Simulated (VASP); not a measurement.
**VASP 6.6.1 run: Mg2Ge**

INCAR

```
ISMEAR = -1
PREC = Accurate
LREAL = .FALSE.
IBRION = -1
ISIF = 2
SIGMA = 0.02
NELM = 120
EDIFF = 1E-8
NSW = 0
LWAVE = .FALSE.
GGA = PE
NBANDS = 16
LASPH = .FALSE.
LCHARG = .FALSE.
ENCUT = 400
```

KPOINTS

```
KPOINTS created by Atomic Simulation Environment
0
Gamma
8 8 8
0 0 0
```

POSCAR

```
Ge Mg
 1.0000000000000000
     0.0000000000000000    3.1831012375449625    3.1831012375449625
     3.1831012375449625   -0.0000000000000000    3.1831012375449625
     3.1831012375449625    3.1831012375449625   -0.0000000000000000
 Ge  Mg
   1   2
Cartesian
 -0.0000000000000000  0.0000000000000000  0.0000000000000000
  1.5915506187724813  1.5915506187724813  1.5915506187724813
  4.7746518563174440  4.7746518563174440  4.7746518563174440
```

The recommended PBE PAW datasets give the neutral cell 18 valence electrons.

Command

```
mpirun -np 1 vasp_std
```

OSZICAR

```
N       E                     dE             d eps       ncg     rms          rms(c)
DAV:   1     0.793875067551E+02    0.79388E+02   -0.77378E+03  1000   0.162E+03
DAV:   2     0.171808944223E+01   -0.77669E+02   -0.74890E+02  1040   0.371E+02
DAV:   3    -0.855754764292E+01   -0.10276E+02   -0.10255E+02  1160   0.848E+01
DAV:   4    -0.882381816882E+01   -0.26627E+00   -0.26624E+00  1080   0.141E+01
DAV:   5    -0.882949256114E+01   -0.56744E-02   -0.56743E-02  1224   0.227E+00    0.326E+00
DAV:   6    -0.843245766809E+01    0.39703E+00   -0.44211E-01  1136   0.349E+00    0.170E+00
DAV:   7    -0.835111045409E+01    0.81347E-01   -0.24702E-01  1152   0.304E+00    0.543E-01
DAV:   8    -0.835216556430E+01   -0.10551E-02   -0.19873E-02  1192   0.199E+00    0.126E-01
DAV:   9    -0.835200734268E+01    0.15822E-03   -0.15359E-03  1216   0.635E-01    0.300E-02
DAV:  10    -0.835202811546E+01   -0.20773E-04   -0.85703E-05  1040   0.577E-02    0.114E-02
DAV:  11    -0.835203534721E+01   -0.72318E-05   -0.15077E-05  1032   0.297E-02    0.377E-03
DAV:  12    -0.835203551155E+01   -0.16434E-06   -0.16017E-06  1280   0.125E-02    0.111E-03
DAV:  13    -0.835203537867E+01    0.13288E-06   -0.16246E-07  1040   0.296E-03    0.282E-04
DAV:  14    -0.835203533134E+01    0.47328E-07   -0.63976E-09   976   0.656E-04    0.138E-04
DAV:  15    -0.835203532386E+01    0.74842E-08   -0.11999E-09   576   0.241E-04
   1 F= -.83520353E+01 E0= -.83520031E+01  d E =-.643736E-04
```

Standard output (part)

```
POSCAR found type information on POSCAR GeMg
 POSCAR found :  2 types and       3 ions
 LDA part: xc-table for (Slater+PW92), standard interpolation
 POSCAR, INCAR and KPOINTS ok, starting setup
 WAVECAR not read
 entering main loop
```

From OUTCAR

```
k-points           NKPTS =     29   k-points in BZ     NKDIM =     29   number of bands    NBANDS=     16

   NELECT =      18.0000    total number of electrons

   dimension x,y,z NGX =    30 NGY =   30 NGZ =   30
   dimension x,y,z NGXF=    60 NGYF=   60 NGZF=   60

  energy-cutoff  :      400.00
  volume of cell :       64.50
      direct lattice vectors                 reciprocal lattice vectors
     0.000000000  3.183101238  3.183101238    -0.157079515  0.157079515  0.157079515
     3.183101238  0.000000000  3.183101238     0.157079515 -0.157079515  0.157079515
     3.183101238  3.183101238  0.000000000     0.157079515  0.157079515 -0.157079515

 k-points in reciprocal lattice and weights: KPOINTS created by Atomic Simulation Env
   0.00000000  0.00000000  0.00000000       0.002
   0.12500000  0.00000000  0.00000000       0.016
   0.25000000  0.00000000  0.00000000       0.016
   0.37500000  0.00000000  0.00000000       0.016
   0.50000000  0.00000000  0.00000000       0.008
   0.12500000  0.12500000  0.00000000       0.012
   0.25000000  0.12500000  0.00000000       0.047
   0.37500000  0.12500000  0.00000000       0.047
   ...

 E-fermi :   3.6458

 k-point     1 :       0.0000    0.0000    0.0000
  band No.  band energies     occupation
      1     -20.1066      2.00000
      2     -20.1066      2.00000
      3     -20.1066      2.00000
      4     -20.0877      2.00000
      5     -20.0877      2.00000
      6      -6.2053      2.00000
      7       3.5763      1.93989
      8       3.5763      1.93986
      9       3.5763      1.93986
     10       4.6640      0.00000
     11       6.4151      0.00000
     12       6.4151      0.00000
     13       6.4151      0.00000
     14       9.6982      0.00000
     15       9.6982      0.00000
     16       9.7948      0.00000

 k-point     2 :       0.1250    0.0000    0.0000
  band No.  band energies     occupation
      1     -20.1064      2.00000
      2     -20.1063      2.00000
      3     -20.1063      2.00000
      4     -20.0876      2.00000
      5     -20.0876      2.00000
      6      -6.0747      2.00000
      7       2.2324      2.00000
      8       3.4184      1.99998
      9       3.4184      1.99998
     10       5.2600      0.00000
     11       6.6934      0.00000
     12       6.6934      0.00000
     13       6.9003      0.00000
     14       8.9003      0.00000
     15       8.9003      0.00000
     16      10.1118      0.00000

 k-point     3 :       0.2500    0.0000    0.0000
  band No.  band energies     occupation
      1     -20.1065      2.00000
      2     -20.1059      2.00000
      3     -20.1059      2.00000
      4     -20.0874      2.00000
      5     -20.0874      2.00000
      6      -5.7091      2.00000
      7       0.5655      2.00000
      8       3.1296      2.00000
      9       3.1296      2.00000
     10       5.0140      0.00000
     11       6.8487      0.00000
     12       6.8487      0.00000
     13       8.3964      0.00000
     14       8.8699      0.00000
     15       8.8699      0.00000
     16       9.5184      0.00000

 ...

  Total        0.4384838      0.4384838      0.4384838     -0.0000000     -0.0000000     -0.0000000
  in kB       10.8913779     10.8913779     10.8913779     -0.0000000     -0.0000000     -0.0000000
  external PRESSURE =      10.8913779 kB  Pullay stress =       0.0000000 kB

 POSITION                                       TOTAL-FORCE (eV/Angst)
 -----------------------------------------------------------------------------------
      0.00000      0.00000      0.00000         0.000000      0.000000      0.000000
      1.59155      1.59155      1.59155        -0.000000     -0.000000     -0.000000
      4.77465      4.77465      4.77465         0.000000      0.000000      0.000000
 -----------------------------------------------------------------------------------
    total drift:                                0.000000     -0.000000     -0.000000

  FREE ENERGIE OF THE ION-ELECTRON SYSTEM (eV)
  ---------------------------------------------------
  free  energy   TOTEN  =        -8.3520353239 eV

  energy  without entropy=       -8.3519709503  energy(sigma->0) =       -8.35200314
```

It converged. Results: gap between bands v and c on the k mesh 0.14 eV; least direct gap on the k mesh 1.09 eV; pressure 1.1 GPa. Band v is the last that the valence electrons fill when counted band by band, and c is the next.

For comparison, a separate PBE run of the intended cell, on usual settings and not on those above, gives a gap of 0.14 eV on its mesh and a pressure of 1.2 GPa.

The run above took about 17 s on one core of a shared host (Intel Xeon Platinum 8488C) and held 0.17 GiB at most.
